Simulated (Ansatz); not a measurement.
We consider zinc-blende ZnTe, described by PBE+SOC (Ansatz, a quantum-chemistry and plane-wave program, PAW).

Settings: plane-wave cutoff 520 eV, 10×10×10 k mesh, Fermi–Dirac smearing 0.01 eV, PAW data made under PBE.

Properties against volume:

```csv
V (Å³/atom),P (GPa),direct gap at Γ (eV)
27.761,3.06,1.082
28.351,1.92,0.983
28.942,0.91,0.887
29.533,0.00,0.796
30.123,-0.81,0.708
30.714,-1.53,0.623
31.305,-2.17,0.543
```

A straight line through the gaps at Γ against ln V gives a volume deformation potential dE_g(Γ)/d ln V of -4.5 eV: the gap at Γ widens under compression.

Measured, for comparison: band gap 2.43 eV (zero-point renormalisation of 40 meV (experimental, the table's column) added back, direct; as tabulated in Miglio et al. (2020), arXiv:2011.12765).
